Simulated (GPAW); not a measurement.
Runs of GPAW 26.7.0 on Zr. It takes space group P6_3/mmc (No. 194, hexagonal). Conventional cell: a = 3.232 Å, b = 3.232 Å, c = 5.147 Å, α = 90.00°, β = 90.00°, γ = 120.00°. Zr (site symmetry -6m2) is surrounded by 12 Zr at 3.18 to 3.23 Å. 

```tsv
task	level	potentials or basis	cell	k mesh	cutoff (eV)	smearing	kernel	response ecut	response k mesh	response bands	data set	gap on the mesh (eV)	pressure (GPa)	relaxed volume (Å³/atom)
eps q	PBE	JTH PAW 2.0, PBE, pw	as given	8 × 8 × 4	450	fermi-dirac 0.05 eV	RPA	60 eV	13 × 13 × 7	32	Zr jth	none	-	-
single point	PBE	GPAW PAW data sets (gpaw-data 1.2.1), pw	as given	9 × 9 × 5	600	gaussian 0.016 eV	-	-	-	-	-	none	0.2	-
relaxation of cell and atoms	BLYP+D4	PAW data sets generated in the run's folder for this functional, pw	relaxed	9 × 9 × 5	600	fermi-dirac 0.05 eV	-	-	-	-	-	none	-0.1	23.42
band structure	BLYP	PAW data sets generated in the run's folder for this functional, pw	as given	9 × 9 × 5	600	fermi-dirac 0.05 eV	-	-	-	-	-	-	(a)	-
relaxation of cell and atoms	PBE+D3(BJ)	GPAW PAW data sets (gpaw-data 1.2.1), pw	relaxed	9 × 9 × 5	600	fermi-dirac 0.05 eV	-	-	-	-	-	none	0.0	22.38
```

Alike in all rows: no spin polarisation.

**Question.** Estimate the missing entries.

**Answer.** (a) 3.2.

Caveats: later steps reuse the first step's grids (some runs); pairwise dispersion overbinds metals, which lowers pressure and volume (some runs); the program truncates these outside data sets (some runs); response on these states lacks terms of the Hamiltonian (some runs).

A k mesh can miss the band edges, and the runs leave out spin-orbit coupling on Zr.

A gap of «none» marks a metal or a gap under the smearing width.

Not every run made on this cell is shown here.
